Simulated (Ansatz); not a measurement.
# CH2 on Ti(0001): hop by a lattice vector of the surface

Aim: the minimum-energy path and barrier of the hop by a lattice vector of the surface. The ends are relaxed first, then joined by a nudged elastic band. The slab cell is 2×2, 3 layers thick, and the adsorbate is set down on it by hand.

All numbers below are computed with Ansatz 0.2.0 (DFT PBE, plane waves, PAW, scalar-relativistic, no spin polarisation).

### 1 The starting structure

The cell holds 15 atoms (CH2Ti12): a = 5.900 Å, b = 5.900 Å, c = 17.685 Å, α = 90.00°, β = 90.00°, γ = 60.00°.

As a file:

```
Ti C H
1.0
     5.90000    0.00000    0.00000
     2.95000    5.10955    0.00000
     0.00000    0.00000   17.68460
Ti C H
12 1 2
Direct
  0.00000 0.00000 0.05655
  0.50000 0.00000 0.05655
  0.00000 0.50000 0.05655
  0.50000 0.50000 0.05655
  0.83333 0.33333 0.18899
  0.33333 0.33333 0.18899
  0.83333 0.83333 0.18899
  0.33333 0.83333 0.18899
  0.00000 0.00000 0.32144
  0.50000 0.00000 0.32144
  0.00000 0.50000 0.32144
  0.50000 0.50000 0.32144
  0.80382 0.86510 0.42605
  0.75862 0.03514 0.45998
  0.84901 0.69507 0.45998
```

### 2 Relaxing end A

Contents of input.yaml:

```yaml
crystal:
  lattice:
    - [5.9, 0.0, 0.0]
    - [2.95, 5.10955, 0.0]
    - [0.0, 0.0, 17.6846]
  atoms:
    - { symbol: Ti, position: [0.0, 0.0, 0.0565464] }
    - { symbol: Ti, position: [0.5, 0.0, 0.0565464] }
    - { symbol: Ti, position: [0.0, 0.5, 0.0565464] }
    - { symbol: Ti, position: [0.5, 0.5, 0.0565464] }
    - { symbol: Ti, position: [-0.1666667, 0.3333333, 0.1889949] }
    - { symbol: Ti, position: [0.3333333, 0.3333333, 0.1889949] }
    - { symbol: Ti, position: [-0.1666667, 0.8333333, 0.1889949] }
    - { symbol: Ti, position: [0.3333333, 0.8333333, 0.1889949] }
    - { symbol: Ti, position: [0.0, 0.0, 0.3214435] }
    - { symbol: Ti, position: [0.5, 0.0, 0.3214435] }
    - { symbol: Ti, position: [0.0, 0.5, 0.3214435] }
    - { symbol: Ti, position: [0.5, 0.5, 0.3214435] }
    - { symbol: C, position: [0.803819, 0.8651038, 0.4260543] }
    - { symbol: H, position: [0.7586246, 1.0351367, 0.4599821] }
    - { symbol: H, position: [0.8490134, 0.695071, 0.4599821] }
basis:
  ecutwfc: 420.0
kpoints:
  mp_grid: { grid: [4, 4, 1] }
hamiltonian:
  xc: pbe
scf:
  occupations: { method: gaussian, width: 0.05 }
  lower_state_search: "off"
relax:
  f_tol: 0.03
  max_steps: 60
  adjacent_minimum: "off"
  constraints: [{ sites: [0, 1, 2, 3] }]
```

On the command line:

```sh
ansatz run input.yaml --threads 4 --pin off --max-ram 10240MiB --backend cpu --events-out ev --progress --plain --runs-dir out
```

Standard output, shortened:

```text
Warning: RAYON_NUM_THREADS=4 ignored (pool sized by the plan → 4); use --threads N
[...]
Pseudopotentials: kind: paw
Pseudopotential: Ti, paw, valence charge 12, recommended cutoff 420 eV (normal), Ti.paw.azcp
Pseudopotential: C, paw, valence charge 4, recommended cutoff 420 eV (normal), C.paw.azcp
Pseudopotential: H, paw, valence charge 1, recommended cutoff 420 eV (normal), H.paw.azcp
Functional definition: PBE
[...]
Crystal: 15 atoms, lattice volume = 533.126 Å³
Basis set: ecut = 420 eV, 10307 PW (Γ), exchange–correlation on 80×80×240 points (8 copies of the dense FFT grid, shifted against one another)
Bands: 90, of which v1, the nominal top of the filled ones, is band 75 counted from 1 (74 counted from 0)
Symmetry: 1 space group operations
Space group: P1 (ITA 1), of the structure as read, at distance tolerance 8.1e-5 Å
k-points: 10 of 16 (time reversal used)
[...]
SCF iter   1: F=—  HF=-30271.252161 eV  |F-HF|=—  |Δ(HF+E_count)|=         —  Δρ=9.50e-3  dr2=6.56e0  ethr=1.77e-3  ⟨swp⟩=9.9  Hψ=4270  notcnv=0
[...]
relax step   1: F+E_penalty+E_count = -30271.16711993 eV  Δ(F+E_penalty+E_count) = +0.000e0 eV  max|allowed force component| = 3.387e0 eV/Å  Δτ_max = 0.0000 Å  (7 SCF iters, dr2 threshold 2.25e-5 eV, accepted)
[...]
relax step   4: F+E_penalty+E_count = -30272.46141076 eV  Δ(F+E_penalty+E_count) = -1.805e-1 eV  max|allowed force component| = 2.058e-1 eV/Å  Δτ_max = 0.1947 Å  (7 SCF iters, dr2 threshold 1.00e-4 eV, accepted)
[...]
relax step   7: F+E_penalty+E_count = -30272.51724181 eV  Δ(F+E_penalty+E_count) = -7.060e-3 eV  max|allowed force component| = 4.822e-2 eV/Å  Δτ_max = 0.1006 Å  (9 SCF iters, accepted)
[...]
relax step  10: F+E_penalty+E_count = -30272.53483622 eV  Δ(F+E_penalty+E_count) = -7.808e-3 eV  max|allowed force component| = 1.218e-1 eV/Å  Δτ_max = 0.0600 Å  (6 SCF iters, dr2 threshold 2.97e-5 eV, accepted)
[...]
relax step  12: F+E_penalty+E_count = -30272.55678521 eV  Δ(F+E_penalty+E_count) = -1.319e-2 eV  max|allowed force component| = 3.548e-1 eV/Å  Δτ_max = 0.1991 Å  (7 SCF iters, dr2 threshold 8.94e-6 eV, accepted)
[...]
relax step  13: F+E_penalty+E_count = -30272.56177041 eV  Δ(F+E_penalty+E_count) = -4.985e-3 eV  max|allowed force component| = 3.213e-1 eV/Å  Δτ_max = 0.1969 Å  (5 SCF iters, dr2 threshold 1.00e-4 eV, accepted)
[...]
```

### 3 More of the same log: end point A relaxed

Output, continued:

```text
relax step  14: F+E_penalty+E_count = -30272.56984360 eV  Δ(F+E_penalty+E_count) = -8.073e-3 eV  max|allowed force component| = 8.421e-2 eV/Å  Δτ_max = 0.1142 Å  (5 SCF iters, dr2 threshold 8.46e-5 eV, accepted)
preconditioner: auto → LDOS  [metal: Δε(μ)=0.009 eV  Ē_g=2.880 eV  σ=0.050 eV  W_gap=0.10  n_scr=96 (ndim 8)  ℏωp=11.8 eV  f_vac=0.493  D(μ)=21.34/eV (n_scr^D=188)  β→1.0]
relax step  15: F+E_penalty+E_count = -30272.57192458 eV  Δ(F+E_penalty+E_count) = -2.081e-3 eV  max|allowed force component| = 4.654e-2 eV/Å  Δτ_max = 0.0329 Å  (7 SCF iters, accepted)
preconditioner: auto → LDOS  [metal: Δε(μ)=0.013 eV  Ē_g=2.880 eV  σ=0.050 eV  W_gap=0.15  n_scr=96 (ndim 8)  ℏωp=11.8 eV  f_vac=0.493  D(μ)=21.32/eV (n_scr^D=188)  β→1.0]
relax step  16: F+E_penalty+E_count = -30272.57255462 eV  Δ(F+E_penalty+E_count) = -6.300e-4 eV  max|allowed force component| = 2.352e-2 eV/Å  Δτ_max = 0.0264 Å  (7 SCF iters, accepted)
preconditioner: auto → LDOS  [metal: Δε(μ)=0.009 eV  Ē_g=2.881 eV  σ=0.050 eV  W_gap=0.11  n_scr=96 (ndim 8)  ℏωp=11.8 eV  f_vac=0.493  D(μ)=21.19/eV (n_scr^D=188)  β→1.0]
relax step  17: F+E_penalty+E_count = -30272.57281493 eV  Δ(F+E_penalty+E_count) = -2.603e-4 eV  max|allowed force component| = 9.706e-3 eV/Å  Δτ_max = 0.0409 Å  (7 SCF iters, accepted)
NSCF: frozen V_eff on 10 k-points
the band table was solved once a step of the walk had ended and its energy, with any forces and stress, was formed, with the checks that follow a solve (5022 applications of the Hamiltonian). They found nothing against the state; the energy, forces and stress were not computed again (output.eigenvalues in the input reference)
Free energy (F): -30272.572815 eV
Harris-Foulkes:  -30272.572815 eV  (|F-HF|=1.57e-8)
[...]
Internal energy: -30272.546321 eV  (E = F + TS)
E sigma→0 (E₀):  -30272.559568 eV
Entropy (-TS):   -0.026494 eV (-1.766 meV/atom)
Fermi energy:    3.133802 eV
--- Per-component energies (eV) ---
  E_band       = -3384.712091
  E_kinetic    = 3378.857535
  E_local      = -85070.406784  (includes V_loc(G=0)·N_el)
  E_nonlocal   = 133.301079
  E_hartree    = 40885.863636
  E_xc         = -1228.408776
  E_vxc        = -1536.125381  (∫ρ·V_xc dr)
  E_paw        = -12673.397681  (= ΣΔE_a)
  E_vpaw       = -2062.072379  (= ΣTr[D̂ρ^β])
  E_aug_tail   = -0.001090  (compensation charges beyond the density's cutoff)
  E_ewald      = 24301.645760
  E_smearing   = -0.026494  (= −TS)
  E_closure    = -0.000000  (closes the sum)
  Σ components = -30272.572815   (vs F -30272.572815, Δ=0.00e0)
--- Forces (eV/Å), atoms counted from 1 ---
  atom   1  Ti     0.16132149    -0.01133402    -0.02498967
  atom   2  Ti    -0.08574787     0.05351274    -0.04417186
  atom   3  Ti     0.08763529    -0.13297311    -0.02552754
  atom   4  Ti    -0.16904963     0.09358278     0.09864131
  atom   5  Ti     0.00430765    -0.00156522    -0.00297293
  atom   6  Ti    -0.00248771    -0.00317827    -0.00415735
  atom   7  Ti     0.00453282    -0.00368448    -0.00282465
  atom   8  Ti    -0.00108917     0.00418880    -0.00239160
  atom   9  Ti    -0.00243283     0.00358909    -0.00204735
  atom  10  Ti    -0.00123788     0.00092478    -0.00351589
  atom  11  Ti     0.00113096     0.00841296     0.00896252
  atom  12  Ti     0.00198579    -0.00287208    -0.00288595
  atom  13  C      0.00970622    -0.00500636     0.00527288
  atom  14  H     -0.00671515    -0.00211922     0.00427949
  atom  15  H     -0.00183787    -0.00148316    -0.00159224
  max |Σ_I F_I| component: 7.92e-5 eV/Å
--- Band table (eV; the first three rows and the last of 10) ---
  k-point 0: bands = ["-53.7785", "-53.7308", "-53.6971", "-53.6275", "-53.6217", "-53.6122", "-53.6094", "-53.5835", "-53.3912", "-53.3490", "-53.3195", "-53.2993", "-30.2833", "-30.2167", "-30.1953", "-30.1952", "-30.1888", "-30.1599", "-30.1590", "-30.1237", "-30.1131", "-30.0939", "-30.0819", "-30.0508", "-30.0105", "-30.0017", "-29.8181", "-29.8169", "-29.7908", "-29.7884", "-29.7858", "-29.7519", "-29.7490", "-29.7271", "-29.7123", "-29.6802", "-29.6762", "-29.6713", "-29.6477", "-29.5662", "-29.5590", "-29.5215", "-29.5014", "-29.5007", "-29.4933", "-29.4755", "-29.3988", "-29.3967", "-9.6167", "-3.8390", "-2.4667", "-1.5946", "-0.4972", "0.0253", "0.3983", "0.7957", "0.7988", "0.8436", "0.9296", "0.9391", "1.0027", "1.2357", "1.4486", "1.6183", "1.9870", "1.9978", "2.1546", "2.2128", "2.3915", "2.5916", "3.0502", "3.1937", "3.3367", "3.4125", "3.4740", "3.7935", "3.8138", "3.8231", "3.8514", "3.8569", "3.8575", "3.8722", "3.8781", "3.9712", "4.1585", "4.2029", "4.2136", "4.2249", "4.3153", "4.3729"]
  k-point 1: bands = ["-53.7717", "-53.7356", "-53.6863", "-53.6335", "-53.6248", "-53.6113", "-53.6091", "-53.5887", "-53.3840", "-53.3536", "-53.3192", "-53.3021", "-30.2667", "-30.2045", "-30.1666", "-30.1585", "-30.1475", "-30.1287", "-30.1224", "-30.0994", "-30.0825", "-30.0729", "-30.0611", "-30.0441", "-30.0112", "-30.0063", "-29.8675", "-29.8389", "-29.8320", "-29.8182", "-29.7788", "-29.7555", "-29.7526", "-29.7301", "-29.7189", "-29.7029", "-29.6937", "-29.6887", "-29.6809", "-29.5567", "-29.5488", "-29.5311", "-29.5191", "-29.5088", "-29.4911", "-29.4716", "-29.4525", "-29.4111", "-9.6066", "-3.8825", "-2.0863", "-1.3850", "-0.2603", "0.0815", "0.3963", "0.7606", "0.9115", "0.9564", "1.0324", "1.1673", "1.2429", "1.4719", "1.6506", "1.7321", "2.1401", "2.1786", "2.1963", "2.2368", "2.3384", "2.6477", "2.9281", "3.0793", "3.1430", "3.2057", "3.2373", "3.4068", "3.4391", "3.5188", "3.6185", "3.6805", "3.7860", "3.8879", "3.9404", "3.9845", "4.0138", "4.0617", "4.0955", "4.1111", "4.1363", "4.1469"]
  k-point 2: bands = ["-53.7616", "-53.7435", "-53.6646", "-53.6541", "-53.6255", "-53.6121", "-53.6021", "-53.5977", "-53.3690", "-53.3661", "-53.3190", "-53.3048", "-30.2454", "-30.1983", "-30.1300", "-30.1215", "-30.1090", "-30.0996", "-30.0790", "-30.0775", "-30.0599", "-30.0519", "-30.0169", "-30.0066", "-29.9665", "-29.9513", "-29.9188", "-29.9148", "-29.8945", "-29.8837", "-29.8416", "-29.8295", "-29.7418", "-29.7381", "-29.7229", "-29.7175", "-29.6856", "-29.6708", "-29.6140", "-29.6024", "-29.5594", "-29.5466", "-29.5412", "-29.5365", "-29.4970", "-29.4866", "-29.4464", "-29.4379", "-9.5964", "-3.9218", "-1.5223", "-0.8428", "-0.6951", "0.0136", "0.6357", "0.7406", "1.0642", "1.0998", "1.4386", "1.4577", "1.5062", "1.5540", "1.9888", "2.0466", "2.1576", "2.1897", "2.4625", "2.4873", "2.5227", "2.5488", "2.6926", "2.7284", "2.7829", "2.8334", "2.9686", "3.0093", "3.0744", "3.1249", "3.2171", "3.3033", "3.4974", "3.6594", "3.7400", "3.7650", "3.8369", "3.8555", "4.0420", "4.0619", "4.1612", "4.1948"]
  k-point 9: bands = ["-53.7616", "-53.7436", "-53.6648", "-53.6538", "-53.6258", "-53.6120", "-53.6021", "-53.5978", "-53.3690", "-53.3661", "-53.3189", "-53.3049", "-30.2454", "-30.1983", "-30.1302", "-30.1215", "-30.1089", "-30.0997", "-30.0793", "-30.0772", "-30.0599", "-30.0521", "-30.0170", "-30.0064", "-29.9665", "-29.9509", "-29.9189", "-29.9145", "-29.8946", "-29.8837", "-29.8412", "-29.8295", "-29.7420", "-29.7382", "-29.7229", "-29.7177", "-29.6860", "-29.6706", "-29.6142", "-29.6019", "-29.5594", "-29.5468", "-29.5409", "-29.5366", "-29.4970", "-29.4866", "-29.4465", "-29.4380", "-9.5963", "-3.9223", "-1.5222", "-0.8418", "-0.6948", "0.0155", "0.6357", "0.7378", "1.0648", "1.0995", "1.4395", "1.4569", "1.5067", "1.5534", "1.9904", "2.0454", "2.1572", "2.1894", "2.4617", "2.4877", "2.5227", "2.5493", "2.6933", "2.7286", "2.7829", "2.8322", "2.9692", "3.0091", "3.0736", "3.1248", "3.2185", "3.3028", "3.4972", "3.6594", "3.7386", "3.7653", "3.8370", "3.8556", "4.0418", "4.0630", "4.1614", "4.1940"]
--- Relaxed structure (17 steps of the walk, 17 accepted, 0 SCFs on fresh bases) ---
  F+E_penalty+E_count = -30272.57281493 eV   max|allowed force component| = 9.706e-3 eV/Å
  atoms:
    - { symbol: Ti, position: [0.0, 0.0, 0.0565464] }
    - { symbol: Ti, position: [0.5, 0.0, 0.0565464] }
    - { symbol: Ti, position: [0.0, 0.5, 0.0565464] }
    - { symbol: Ti, position: [0.5000000000000001, 0.5, 0.0565464] }
    - { symbol: Ti, position: [-0.17275858171283368, 0.336316528433976, 0.17954127609159076] }
    - { symbol: Ti, position: [0.3361308550755991, 0.3290054537484116, 0.18193015201597498] }
    - { symbol: Ti, position: [-0.16350826767704263, 0.8317657339980734, 0.17825845170834498] }
    - { symbol: Ti, position: [0.3366044400358984, 0.8346642074971078, 0.18187937482416466] }
    - { symbol: Ti, position: [-0.0064903549154891535, 0.005182930519701129, 0.3066479852076642] }
    - { symbol: Ti, position: [0.520354283066475, -0.010217884517716082, 0.30913205576986336] }
    - { symbol: Ti, position: [-0.006767489975110397, 0.5011630950187237, 0.3066705362212371] }
    - { symbol: Ti, position: [0.4882103535809177, 0.5058288443424068, 0.3109915661010497] }
    - { symbol: C, position: [1.0153585366313302, 0.7425365087286516, 0.3876713564614351] }
    - { symbol: H, position: [1.018028099037651, 0.8927033770519941, 0.42549198681559003] }
    - { symbol: H, position: [1.0166881976465882, 0.5917604631786728, 0.4260495370739584] }
```

Wall time 2 min (4 threads of Intel Xeon Platinum 8259CL at 2.50GHz (Skylake/Cascade Lake), shared host); peak memory 1.4 GiB.

Relaxation path:

```
step  energy from step 1 (eV/cell)  largest force component (eV/Å)
   1                        0.0000                          3.3870
   2                       -0.8276                          1.7037
   3                       -1.1138                          0.9832
   4                       -1.2943                          0.2058
   5                       -1.3331                          0.0849
   6                       -1.3431                          0.0659
   7                       -1.3501                          0.0482
   8                       -1.3583                          0.0796
   9                       -1.3599                          0.1724
  10                       -1.3677                          0.1218
  11                       -1.3765                          0.1338
  12                       -1.3897                          0.3548
  13                       -1.3947                          0.3213
  14                       -1.4027                          0.0842
  15                       -1.4048                          0.0465
  16                       -1.4054                          0.0235
  17                       -1.4057                          0.0097
```

Step 1 is the start. 4 atoms are held fixed.

Largest move: H14, 1.46 Å.

### 4 The band

crystal.atoms is end A as relaxed above, and neb.final_atoms is the same geometry shifted by the lattice vector, with the slab's atoms relabelled. With 5 inner images the band has 7 in all.

Contents of input.yaml:

```yaml
crystal:
  lattice:
    - [5.9, 0.0, 0.0]
    - [2.95, 5.10955, 0.0]
    - [0.0, 0.0, 17.6846]
  atoms:
    - { symbol: Ti, position: [0.0, 0.0, 0.0565464] }
    - { symbol: Ti, position: [0.5, 0.0, 0.0565464] }
    - { symbol: Ti, position: [0.0, 0.5, 0.0565464] }
    - { symbol: Ti, position: [0.5, 0.5, 0.0565464] }
    - { symbol: Ti, position: [-0.17275858, 0.33631653, 0.17954128] }
    - { symbol: Ti, position: [0.33613086, 0.32900545, 0.18193015] }
    - { symbol: Ti, position: [-0.16350827, 0.83176573, 0.17825845] }
    - { symbol: Ti, position: [0.33660444, 0.83466421, 0.18187937] }
    - { symbol: Ti, position: [-0.00649035, 0.00518293, 0.30664799] }
    - { symbol: Ti, position: [0.52035428, -0.01021788, 0.30913206] }
    - { symbol: Ti, position: [-0.00676749, 0.5011631, 0.30667054] }
    - { symbol: Ti, position: [0.48821035, 0.50582884, 0.31099157] }
    - { symbol: C, position: [1.01535854, 0.74253651, 0.38767136] }
    - { symbol: H, position: [1.0180281, 0.89270338, 0.42549199] }
    - { symbol: H, position: [1.0166882, 0.59176046, 0.42604954] }
basis:
  ecutwfc: 420.0
kpoints:
  mp_grid: { grid: [4, 4, 1] }
hamiltonian:
  xc: pbe
scf:
  occupations: { method: gaussian, width: 0.05 }
  lower_state_search: "off"
neb:
  images: 5
  f_tol: 0.03
  initial_path: idpp
  max_iterations: 54
  constraints: [{ sites: [0, 1, 2, 3] }]
  final_atoms:
    - { symbol: Ti, position: [0.0, 0.0, 0.0565464] }
    - { symbol: Ti, position: [0.5, 0.0, 0.0565464] }
    - { symbol: Ti, position: [0.0, 0.5, 0.0565464] }
    - { symbol: Ti, position: [0.5, 0.5, 0.0565464] }
    - { symbol: Ti, position: [-0.16386914, 0.32900545, 0.18193015] }
    - { symbol: Ti, position: [0.32724142, 0.33631653, 0.17954128] }
    - { symbol: Ti, position: [-0.16339556, 0.83466421, 0.18187937] }
    - { symbol: Ti, position: [0.33649173, 0.83176573, 0.17825845] }
    - { symbol: Ti, position: [0.02035428, -0.01021788, 0.30913206] }
    - { symbol: Ti, position: [0.49350965, 0.00518293, 0.30664799] }
    - { symbol: Ti, position: [-0.01178965, 0.50582884, 0.31099157] }
    - { symbol: Ti, position: [0.49323251, 0.5011631, 0.30667054] }
    - { symbol: C, position: [1.51535854, 0.74253651, 0.38767136] }
    - { symbol: H, position: [1.5180281, 0.89270338, 0.42549199] }
    - { symbol: H, position: [1.5166882, 0.59176046, 0.42604954] }
  order_check: true
```

On the command line:

```sh
ansatz run input.yaml --threads 4 --pin off --max-ram 10240MiB --backend cpu --events-out ev --progress --plain --runs-dir out
```

Standard output, shortened:

```text
Warning: neb: disabling space-group detection — the band's intermediate images generally break the endpoint symmetry, so no spatial operation reduces the k-mesh or symmetrises the density, except that a semilocal band can use its path's symmetry ahead of convergence; time reversal is [...]
Warning: RAYON_NUM_THREADS=4 ignored (pool sized by the plan → 4); use --threads N
[...]
Pseudopotentials: kind: paw
Pseudopotential: Ti, paw, valence charge 12, recommended cutoff 420 eV (normal), Ti.paw.azcp
Pseudopotential: C, paw, valence charge 4, recommended cutoff 420 eV (normal), C.paw.azcp
Pseudopotential: H, paw, valence charge 1, recommended cutoff 420 eV (normal), H.paw.azcp
Functional definition: PBE
[...]
parallel-image band execution: 2 concurrent image workers
NEB image 0
Crystal: 15 atoms, lattice volume = 533.126 Å³
Basis set: ecut = 420 eV, 10307 PW (Γ), exchange–correlation on 80×80×240 points (8 copies of the dense FFT grid, shifted against one another)
[...]
SCF iter   1: F=—  HF=-30272.612308 eV  |F-HF|=—  |Δ(HF+E_count)|=         —  Δρ=7.02e-3  dr2=1.25e0  ethr=1.77e-3  ⟨swp⟩=9.1  Hψ=4272  notcnv=0
[...]
NSCF: frozen V_eff on 10 k-points
NEB image 6
[...]
SCF iter  10: F=-30272.572815 eV  HF=-30272.572815 eV  |F-HF|=2.80e-8  |Δ(HF+E_count)|=   2.85e-8  Δρ=1.12e-6  dr2=1.16e-8  ethr=6.67e-11  ⟨swp⟩=3.6  Hψ=2969  notcnv=0
[...]
NSCF: frozen V_eff on 10 k-points
NEB end point (image 0): max|allowed force component| = 9.694e-3 eV/Å (the criterion of neb.relax_end_points is 1.000e-2)
NEB end point (image 6): max|allowed force component| = 9.693e-3 eV/Å (the criterion of neb.relax_end_points is 1.000e-2)
[...]
NEB image 1
[...]
NEB image 2
[...]
NEB image 3
[...]
NEB image 4
[...]
NEB image 5
[...]
NEB iter   1: max|band force component| = 2.332e0 eV/Å  barrier→ = 1.1899 eV  barrier← = 1.1899 eV  Δτ_max = 0.2000 Å  (70 SCF iters)
[...]
NEB iter   6: max|band force component| = 2.393e-1 eV/Å  barrier→ = 0.0616 eV  barrier← = 0.0616 eV  CI = image 4  Δτ_max = 0.1852 Å  (42 SCF iters)
[...]
NEB iter   7: max|band force component| = 1.915e-1 eV/Å  barrier→ = 0.0583 eV  barrier← = 0.0583 eV  CI = image 4  Δτ_max = 0.0390 Å  (40 SCF iters)
NEB image 1
[...]
NEB image 2
[...]
NEB image 3
[...]
NEB image 4
[...]
NEB image 5
[...]
```

### 5 The log goes on: band between the two ends

Output, continued, shortened:

```text
NEB iter   8: max|band force component| = 6.156e-2 eV/Å  barrier→ = 0.0577 eV  barrier← = 0.0577 eV  CI = image 4  Δτ_max = 0.0267 Å  (35 SCF iters)
[...]
NEB iter   9: max|band force component| = 6.433e-2 eV/Å  barrier→ = 0.0575 eV  barrier← = 0.0575 eV  CI = image 4  Δτ_max = 0.0081 Å  (34 SCF iters)
[...]
NEB iter  10: max|band force component| = 2.527e-2 eV/Å  barrier→ = 0.0575 eV  barrier← = 0.0575 eV  CI = image 4  CI's point: of a kind that is not told: the force calls were inconclusive, a negative curvature could not be distinguished from the path's own, the only one lies far off the [...]
Free energy (F): -30272.515351 eV
[...]
E sigma→0 (E₀):  -30272.499518 eV
Entropy (-TS):   -0.031667 eV (-2.111 meV/atom)
Fermi energy:    3.138903 eV
[...]
--- Forces (eV/Å), atoms counted from 1 ---
  atom   1  Ti    -0.09118609    -0.04687147    -0.04292208
[...]
    - { symbol: Ti, position: [-0.1667156959941828, 0.3283294956855634, 0.18003715751299346] }
    - { symbol: Ti, position: [0.33850820012201843, 0.32818669806601264, 0.17997185978461572] }
    - { symbol: Ti, position: [-0.16570530679643586, 0.8318083338808508, 0.18073981309873227] }
    - { symbol: Ti, position: [0.33262173232824843, 0.8346437944789105, 0.17928944048354653] }
    - { symbol: Ti, position: [0.010821394379081535, -0.001885583758194009, 0.31054843555761935] }
    - { symbol: Ti, position: [0.4912221284721513, -0.0013252304572755115, 0.31044091208328134] }
    - { symbol: Ti, position: [0.0002657767694241586, 0.49955263628998187, 0.3037322330725878] }
    - { symbol: Ti, position: [0.4895908410994265, 0.5205922065664219, 0.31111826414026217] }
    - { symbol: C, position: [1.3533206774447515, 0.7987255091823804, 0.39340953500797937] }
    - { symbol: H, position: [1.2831560776862663, 0.9444608022696332, 0.439471793373976] }
    - { symbol: H, position: [1.4489407425375669, 0.6027529118279944, 0.42323879350369764] }
```

Run time: 14 min. Hardware: 4 threads of Intel Xeon Platinum 8259CL at 2.50GHz (Skylake/Cascade Lake), shared host; peak memory 3 GiB.

(Part 1 of 2 ends here.)
